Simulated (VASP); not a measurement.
# NaCl (Pm-3m) in VASP: single point with PBE

Aim: the single point of NaCl with PBE.

All numbers are computed with VASP 6.6.1; they aren't measurements. Logs are shortened: lines on timing, memory, paths and dates and some standing lists are left out, and cuts for length are marked.

### Step 1. The crystal as given

The structure is cubic, space group Pm-3m (No. 221). Conventional cell: a = 3.502 Å, b = 3.502 Å, c = 3.502 Å, α = 90.00°, β = 90.00°, γ = 90.00°. Na (site symmetry m-3m) is surrounded by 8 Cl at 3.03 Å. Cl (site symmetry m-3m) is surrounded by 8 Na at 3.03 Å.

Measurements of this composition are mostly on another form, of space group No. 225.

### Step 2. Single point, PBE

The input, INCAR:

```
  PREC = Accurate
  ENCUT = 520
  EDIFF = 1E-6
  ISMEAR = 0
  SIGMA = 0.05
  LREAL = F
  LASPH = T
  NELM = 80
  ALGO = Normal
  ISIF = 2
  LWAVE = F
  LCHARG = F
  GGA = PE
  NBANDS = 14
```

The input, KPOINTS:

```
regular mesh
0
Gamma
  6 6 6
```

The input, POSCAR:

```
NaCl
1.0
    3.5021900000      0.0000000000      0.0000000000
    0.0000000000      3.5021900000      0.0000000000
    0.0000000000      0.0000000000      3.5021900000
Na Cl
1 1
Direct
    0.0000000000      0.0000000000      0.0000000000
    0.5000000000      0.5000000000      0.5000000000
```

Potentials or basis: VASP PAW PBE potentials, release 64 (Na_pv, Cl).

On the command line:

```console
$ cat potpaw_PBE.64/Na_pv/POTCAR potpaw_PBE.64/Cl/POTCAR > POTCAR
$ mpirun -np 1 vasp_std > vasp.out
```

OUTCAR:

```text
PREC = Accurate
   ENCUT = 520
   EDIFF = 1E-6
   ISMEAR = 0
   LREAL = F
   LASPH = T
   NELM = 80
   ISIF = 2
   GGA = PE

 ion  position               nearest neighbor table
   1  0.000  0.000  0.000-
   2  0.500  0.500  0.500-

  LATTYP: Found a simple cubic cell.
 ALAT       =     3.5021900000

  Lattice vectors:

 A1 = (   3.5021900000,   0.0000000000,   0.0000000000)
 A2 = (   0.0000000000,   3.5021900000,   0.0000000000)
 A3 = (   0.0000000000,   0.0000000000,   3.5021900000)

Analysis of symmetry for initial positions (statically):
=====================================================================
 Subroutine PRICEL returns:
 Original cell was already a primitive cell.

 Routine SETGRP: Setting up the symmetry group for a
 simple cubic supercell.

 Subroutine GETGRP returns: Found 48 space group operations
 (whereof 48 operations were pure point group operations)
 out of a pool of 48 trial point group operations.

The static configuration has the point symmetry O_h .

Analysis of symmetry for dynamics (positions and initial velocities):
=====================================================================
 Subroutine PRICEL returns:
 Original cell was already a primitive cell.

 Routine SETGRP: Setting up the symmetry group for a
 simple cubic supercell.

 Subroutine GETGRP returns: Found 48 space group operations
 (whereof 48 operations were pure point group operations)
 out of a pool of 48 trial point group operations.

The dynamic configuration has the point symmetry O_h .

 Subroutine INISYM returns: Found 48 space group operations
 (whereof 48 operations are pure point group operations),
 and found     1 'primitive' translations

----------------------------------------------------------------------------------------

                                     Primitive cell

  volume of cell :      42.9555

  direct lattice vectors                    reciprocal lattice vectors
     3.502190000  0.000000000  0.000000000     0.285535622  0.000000000  0.000000000
     0.000000000  3.502190000  0.000000000     0.000000000  0.285535622  0.000000000
     0.000000000  0.000000000  3.502190000     0.000000000  0.000000000  0.285535622

  length of vectors
     3.502190000  3.502190000  3.502190000     0.285535622  0.285535622  0.285535622

  position of ions in fractional coordinates (direct lattice)
     0.000000000  0.000000000  0.000000000
     0.500000000  0.500000000  0.500000000

  ion indices of the primitive-cell ions
   primitive index   ion index
                 1           1
                 2           2

----------------------------------------------------------------------------------------

 KPOINTS: regular mesh

Automatic generation of k-mesh.
 Grid dimensions read from file:
 generate k-points for:    6    6    6

 Generating k-lattice:

  Cartesian coordinates                     Fractional coordinates (reciprocal lattice)
     0.047589270  0.000000000  0.000000000     0.166666667  0.000000000  0.000000000
     0.000000000  0.047589270  0.000000000     0.000000000  0.166666667  0.000000000
     0.000000000  0.000000000  0.047589270     0.000000000  0.000000000  0.166666667

  Length of vectors
     0.047589270  0.047589270  0.047589270

  Shift w.r.t. Gamma in fractional coordinates (k-lattice)
     0.000000000  0.000000000  0.000000000

 Subroutine IBZKPT returns following result:
 ===========================================

 Found     20 irreducible k-points:

 Following reciprocal coordinates:
            Coordinates               Weight
  0.000000  0.000000  0.000000      1.000000
  0.166667  0.000000  0.000000      6.000000
  0.333333  0.000000  0.000000      6.000000
  0.500000  0.000000  0.000000      3.000000
  0.166667  0.166667  0.000000     12.000000
  0.333333  0.166667  0.000000     24.000000
[... 12 lines left out ...]
  0.500000  0.500000  0.333333      6.000000
  0.500000  0.500000  0.500000      1.000000
   k-points           NKPTS =     20   k-points in BZ     NKDIM =     20   number of bands    NBANDS=     14
   number of dos      NEDOS =    301   number of ions     NIONS =      2
   total plane-waves  NPLWV =  21952
   dimension x,y,z NGX =    28 NGY =   28 NGZ =   28
   dimension x,y,z NGXF=    56 NGYF=   56 NGZF=   56
   ions per type =               1   1
   NGX,Y,Z   is equivalent  to a cutoff of  13.29, 13.29, 13.29 a.u.
   NGXF,Y,Z  is equivalent  to a cutoff of  26.58, 26.58, 26.58 a.u.
 SYSTEM =  unknown system
   PREC   = accura    normal or accurate (medium, high low for compatibility)
   ISTART =      0    job   : 0-new  1-cont  2-samecut
   ICHARG =      2    charge: 1-file 2-atom 10-const
   ISPIN  =      1    spin polarized calculation?
   LNONCOLLINEAR =      F non collinear calculations
   LSORBIT =      F    spin-orbit coupling
   LASPH  =      T    aspherical Exc in radial PAW
   ENCUT  =  520.0 eV  38.22 Ry    6.18 a.u.   6.51  6.51  6.51*2*pi/ulx,y,z
   NELM   =     80;   NELMIN=  2; NELMDL= -5     # of ELM steps
   EDIFF  = 0.1E-05   stopping-criterion for ELM
   LREAL  =      F    real-space projection
   EDIFFG = 0.1E-04   stopping-criterion for IOM
   NSW    =      0    number of steps for IOM
   IBRION =     -1    ionic relax: 0-MD 1-quasi-New 2-CG
   NFREE  =      0    steps in history (QN), initial steepest desc. (CG)
   ISIF   =      2    stress and relaxation
   ISYM   =      2    0-nonsym 1-usesym 2-fastsym
   POTIM  = 0.5000    time-step for ionic-motion
   TEBEG  =    0.0;   TEEND  =   0.0 temperature during run
   PSTRESS=    0.0 pullay stress
   NELECT =      14.0000    total number of electrons
   NUPDOWN=      -1.0000    fix difference up-down
   EMIN   =  10.00;   EMAX   =-10.00  energy-range for DOS
   EFERMI =   0.00;   METHOD = LEGACY
   ISMEAR =     0;   SIGMA  =   0.05  broadening in eV -4-tet -1-fermi 0-gaus
   EFERMI_NEDOS =   21; number of points for ismear=-14 and -15
   IALGO  =     38    algorithm
   IMIX   =      4    mixing-type and parameters
     AMIX     =   0.40;   BMIX     =  1.00
     AMIX_MAG =   1.60;   BMIX_MAG =  1.00
  volume/ion in A,a.u.               =      21.48       144.94
  Fermi-wavevector in a.u.,A,eV,Ry     =   1.126621  2.129005 17.269530  1.269275
  Thomas-Fermi vector in A             =   2.263304
   LORBIT       =      0    0 simple, 1 ext, 2 COOP (PROOUT), +10 PAW based schemes
   GGA     = PE    functional components
   LHFCALC =     F    Hartree Fock is set to
   AEXX    =    0.0000 exact exchange contribution
   IVDW    =     0    specifies the selected vdW correction
   LEPSILON=     F    determine dielectric tensor
   LRPA    =     F    only Hartree local field effects (RPA)
 non-spin polarized calculation
 Gauss-broadening in eV      SIGMA  =   0.05
  energy-cutoff  :      520.00
  volume of cell :       42.96
 maximum number of plane-waves:      1189
 NGX is ok and might be reduce to    28
   NGX = 13   NGY = 13   NGZ = 13

 number of electron      13.9999982 magnetization

 Free energy of the ion-electron system (eV)
  ---------------------------------------------------
  ext. energy  EPLUGINS =         0.00000000
  ---------------------------------------------------
  free energy    TOTEN  =        -6.46843589 eV

  energy without entropy =       -6.46843589  energy(sigma->0) =       -6.46843589

 E-fermi :   0.6861     XC(G=0):  -8.4325

 val. band max:        0.4249116803   @ k =   0.5000   0.5000   0.0000
 cond. band min:       4.4032710286   @ k =   0.0000   0.0000   0.0000
 fundamental gap:      3.9783593483
 Fermi energy:         0.6860818650

 k-point     1 :       0.0000    0.0000    0.0000
  band No.  band energies     occupation
      1     -21.6494      2.00000
      2     -21.6494      2.00000
      3     -21.6494      2.00000
      4     -12.9515      2.00000
      5      -0.0658      2.00000
      6      -0.0658      2.00000
      7      -0.0658      2.00000
      8       4.4033      0.00000
      9       9.0042      0.00000
     10       9.0042      0.00000
     11      16.1130      0.00000
     12      16.1133      0.00000
     13      16.1138      0.00000
     14      16.3378      0.00000

 k-point     2 :       0.1667    0.0000    0.0000
  band No.  band energies     occupation
      1     -21.6595      2.00000
      2     -21.6485      2.00000
      3     -21.6485      2.00000
      4     -12.8673      2.00000
      5      -0.8571      2.00000
      6      -0.0095      2.00000
      7      -0.0095      2.00000
      8       5.1304      0.00000
      9       9.3069      0.00000
     10       9.5306      0.00000
     11      14.2938      0.00000
     12      14.2938      0.00000
     13      15.5130      0.00000
     14      16.5441      0.00000

 k-point     3 :       0.3333    0.0000    0.0000
  band No.  band energies     occupation
      1     -21.6798      2.00000
      2     -21.6466      2.00000
      3     -21.6466      2.00000
      4     -12.6892      2.00000
      5      -2.0295      2.00000
      6       0.1076      2.00000
      7       0.1076      2.00000
      8       6.4163      0.00000
      9       9.6863      0.00000
     10      10.1560      0.00000
     11      12.8126      0.00000
     12      12.8126      0.00000
     13      14.8303      0.00000
     14      16.2884      0.00000
[... 256 lines left out ...]
 k-point    19 :       0.5000    0.5000    0.3333
  band No.  band energies     occupation
      1     -21.6771      2.00000
      2     -21.6771      2.00000
      3     -21.6675      2.00000
      4     -12.1282      2.00000
      5      -1.5321      2.00000
      6      -1.5321      2.00000
      7      -1.0214      2.00000
      8       7.0144      0.00000
      9       8.1646      0.00000
     10       8.1646      0.00000
     11      13.1765      0.00000
     12      14.2328      0.00000
     13      15.8966      0.00000
     14      15.8966      0.00000

 k-point    20 :       0.5000    0.5000    0.5000
  band No.  band energies     occupation
      1     -21.6758      2.00000
      2     -21.6758      2.00000
      3     -21.6758      2.00000
      4     -12.0570      2.00000
      5      -1.4193      2.00000
      6      -1.4193      2.00000
      7      -1.4193      2.00000
      8       7.5466      0.00000
      9       7.5466      0.00000
     10       7.5466      0.00000
     11      12.0746      0.00000
     12      16.3074      0.00000
     13      16.3074      0.00000
     14      16.3074      0.00000

------------------------ aborting loop because EDIFF is reached ----------------------------------------

  FORCE on cell =-STRESS in cart. coord.  units (eV):
  Direction    XX          YY          ZZ          XY          YZ          ZX
  --------------------------------------------------------------------------------------
  -------------------------------------------------------------------------------------
  Total        0.0165911      0.0165911      0.0165911     -0.0000000     -0.0000000      0.0000000
  in kB        0.6188239      0.6188239      0.6188239     -0.0000000     -0.0000000      0.0000000
  external PRESSURE =       0.6188239 kB  Pullay stress =       0.0000000 kB

 VOLUME and BASIS-vectors are now :
 -----------------------------------------------------------------------------
  energy-cutoff  :      520.00
  volume of cell :       42.96
      direct lattice vectors                 reciprocal lattice vectors
     3.502190000  0.000000000  0.000000000     0.285535622  0.000000000  0.000000000
     0.000000000  3.502190000  0.000000000     0.000000000  0.285535622  0.000000000
     0.000000000  0.000000000  3.502190000     0.000000000  0.000000000  0.285535622

 POSITION                                       TOTAL-FORCE (eV/Angst)
 -----------------------------------------------------------------------------------
      0.00000      0.00000      0.00000         0.000000      0.000000      0.000000
      1.75110      1.75110      1.75110         0.000000      0.000000      0.000000
 -----------------------------------------------------------------------------------
    total drift:                               -0.000000      0.000000      0.000000

  FREE ENERGIE OF THE ION-ELECTRON SYSTEM (eV)
  ---------------------------------------------------
  free  energy   TOTEN  =        -6.4684358940 eV

  energy  without entropy=       -6.4684358940  energy(sigma->0) =       -6.46843589
```

Run time: 6.1 s. Hardware: 1 thread of Intel Xeon Platinum 8488C (Sapphire Rapids), shared host; peak memory 0.15 GiB.

What came out:

```
Free energy            : -6.4684 eV
Pressure               : 0.1 GPa
Band gap on the k mesh : 3.98 eV, indirect (least direct gap 4.47 eV)
```
